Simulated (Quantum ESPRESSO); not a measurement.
Input of a Quantum ESPRESSO 7.5 run:

File pw.in:

```
&CONTROL
  calculation = 'scf'
  prefix = 'pwscf'
  outdir = './tmp'
  pseudo_dir = './pseudo'
  tprnfor = .true.
  tstress = .true.
  disk_io = 'low'
/
&SYSTEM
  ibrav = 0
  celldm(1) = 8
  nat = 6
  ntyp = 2
  ecutwfc = 45
  ecutrho = 360
  nbnd = 36
  occupations = 'smearing'
  smearing = 'fd'
  degauss = 0.00367493
/
&ELECTRONS
  conv_thr = 1.2d-09
  electron_maxstep = 120
  mixing_beta = 0.5
/
ATOMIC_SPECIES
Mo    95.9500 mo_lda_v1.uspp.F.UPF
S     32.0600 s_lda_v1.4.uspp.F.UPF
CELL_PARAMETERS alat
  0.7522388980446   0.0000000000000   0.0000000000000
 -0.3761194490223   0.6514579954213   0.0000000000000
  0.0000000000000   0.0000000000000   5.1189219493742
ATOMIC_POSITIONS crystal
Mo     0.3333333333    0.6666666667    0.8511602300
Mo     0.6666666667    0.3333333333    0.1488397700
S      0.6666666667    0.3333333333    0.7796253900
S      0.3333333333    0.6666666667    0.0772510000
S      0.6666666667    0.3333333333    0.9227490000
S      0.3333333333    0.6666666667    0.2203746100
K_POINTS automatic
10 10 2 0 0 0
```

bands.in

```
&CONTROL
  calculation = 'bands'
  prefix = 'pwscf'
  outdir = './tmp'
  pseudo_dir = './pseudo'
  disk_io = 'low'
  verbosity = 'high'
/
&SYSTEM
  ibrav = 0
  celldm(1) = 8
  nat = 6
  ntyp = 2
  ecutwfc = 45
  ecutrho = 360
  nbnd = 36
  occupations = 'smearing'
  smearing = 'fd'
  degauss = 0.00367493
/
&ELECTRONS
  conv_thr = 1d-08
  electron_maxstep = 120
  mixing_beta = 0.5
  diago_full_acc = .true.
  startingwfc = 'random'
/
ATOMIC_SPECIES
Mo    95.9500 mo_lda_v1.uspp.F.UPF
S     32.0600 s_lda_v1.4.uspp.F.UPF
CELL_PARAMETERS alat
  0.7522388980446   0.0000000000000   0.0000000000000
 -0.3761194490223   0.6514579954213   0.0000000000000
  0.0000000000000   0.0000000000000   5.1189219493742
ATOMIC_POSITIONS crystal
Mo     0.3333333333    0.6666666667    0.8511602300
Mo     0.6666666667    0.3333333333    0.1488397700
S      0.6666666667    0.3333333333    0.7796253900
S      0.3333333333    0.6666666667    0.0772510000
S      0.6666666667    0.3333333333    0.9227490000
S      0.3333333333    0.6666666667    0.2203746100
K_POINTS crystal
61
 0.0000000000  0.0000000000  0.0000000000 1
 0.0555555556  0.0000000000  0.0000000000 1
 0.1111111111  0.0000000000  0.0000000000 1
 0.1666666667  0.0000000000  0.0000000000 1
 0.2222222222  0.0000000000  0.0000000000 1
 0.2777777778  0.0000000000  0.0000000000 1
 0.3333333333  0.0000000000  0.0000000000 1
 0.3888888889  0.0000000000  0.0000000000 1
 0.4444444444  0.0000000000  0.0000000000 1
 0.5000000000  0.0000000000  0.0000000000 1
 0.4666666667  0.0666666667  0.0000000000 1
 0.4333333333  0.1333333333  0.0000000000 1
 0.4000000000  0.2000000000  0.0000000000 1
 0.3666666667  0.2666666667  0.0000000000 1
 0.3333333333  0.3333333333  0.0000000000 1
 0.3030303030  0.3030303030  0.0000000000 1
 0.2727272727  0.2727272727  0.0000000000 1
 0.2424242424  0.2424242424  0.0000000000 1
 0.2121212121  0.2121212121  0.0000000000 1
 0.1818181818  0.1818181818  0.0000000000 1
 0.1515151515  0.1515151515  0.0000000000 1
 0.1212121212  0.1212121212  0.0000000000 1
 0.0909090909  0.0909090909  0.0000000000 1
 0.0606060606  0.0606060606  0.0000000000 1
 0.0303030303  0.0303030303  0.0000000000 1
 0.0000000000  0.0000000000  0.0000000000 1
 0.0000000000  0.0000000000  0.5000000000 1
 0.0500000000  0.0000000000  0.5000000000 1
 0.1000000000  0.0000000000  0.5000000000 1
 0.1500000000  0.0000000000  0.5000000000 1
 0.2000000000  0.0000000000  0.5000000000 1
 0.2500000000  0.0000000000  0.5000000000 1
 0.3000000000  0.0000000000  0.5000000000 1
 0.3500000000  0.0000000000  0.5000000000 1
 0.4000000000  0.0000000000  0.5000000000 1
 0.4500000000  0.0000000000  0.5000000000 1
 0.5000000000  0.0000000000  0.5000000000 1
 0.4722222222  0.0555555556  0.5000000000 1
 0.4444444444  0.1111111111  0.5000000000 1
 0.4166666667  0.1666666667  0.5000000000 1
 0.3888888889  0.2222222222  0.5000000000 1
 0.3611111111  0.2777777778  0.5000000000 1
 0.3333333333  0.3333333333  0.5000000000 1
 0.3095238095  0.3095238095  0.5000000000 1
 0.2857142857  0.2857142857  0.5000000000 1
 0.2619047619  0.2619047619  0.5000000000 1
 0.2380952381  0.2380952381  0.5000000000 1
 0.2142857143  0.2142857143  0.5000000000 1
 0.1904761905  0.1904761905  0.5000000000 1
 0.1666666667  0.1666666667  0.5000000000 1
 0.1428571429  0.1428571429  0.5000000000 1
 0.1190476190  0.1190476190  0.5000000000 1
 0.0952380952  0.0952380952  0.5000000000 1
 0.0714285714  0.0714285714  0.5000000000 1
 0.0476190476  0.0476190476  0.5000000000 1
 0.0238095238  0.0238095238  0.5000000000 1
 0.0000000000  0.0000000000  0.5000000000 1
 0.5000000000  0.0000000000  0.5000000000 1
 0.5000000000  0.0000000000  0.0000000000 1
 0.3333333333  0.3333333333  0.0000000000 1
 0.3333333333  0.3333333333  0.5000000000 1
```

Potentials or basis: GBRV 1.5 LDA.

The run is started by

```bash
$ OMP_NUM_THREADS=1 mpirun -n 2 pw.x -nk 2 -in pw.in > pw.out
$ OMP_NUM_THREADS=1 mpirun -n 2 pw.x -nk 2 -in bands.in > bands.out
```

Task: Predict the largest force.

Result: 0.376 eV/Å.

Task: Estimate the band gap along the path.

Result: 1.23 eV, indirect (least direct gap 1.63 eV).

Task: What does it give for the band gap on the k mesh?

Result: 1.36 eV, indirect (least direct gap 1.89 eV).

Levels at the corners of the path, in eV from the valence-band top:
```csv
point,band 23,band 24,band 25,band 26,band 27,band 28,band 29,band 30
Γ,-1.93,-1.71,-0.51,0.00,2.37,2.37,2.38,2.38
M,-1.40,-1.35,-1.04,-1.00,1.83,1.84,2.31,2.40
K,-2.45,-2.45,-0.46,-0.40,1.23,1.23,2.48,2.85
Γ,-1.93,-1.71,-0.51,0.00,2.37,2.37,2.38,2.38
A,-1.93,-1.71,-0.51,0.00,2.37,2.37,2.38,2.38
L,-1.40,-1.35,-1.04,-1.00,1.83,1.84,2.31,2.40
H,-2.45,-2.45,-0.46,-0.40,1.23,1.23,2.48,2.85
A,-1.93,-1.71,-0.51,0.00,2.37,2.37,2.38,2.38
L,-1.40,-1.35,-1.04,-1.00,1.83,1.84,2.31,2.40
M,-1.40,-1.35,-1.04,-1.00,1.83,1.84,2.31,2.40
K,-2.45,-2.45,-0.46,-0.40,1.23,1.23,2.48,2.85
H,-2.45,-2.45,-0.46,-0.40,1.23,1.23,2.48,2.85
```

Expect the measured gap to be larger: semilocal functionals such as LDA lack the derivative discontinuity.
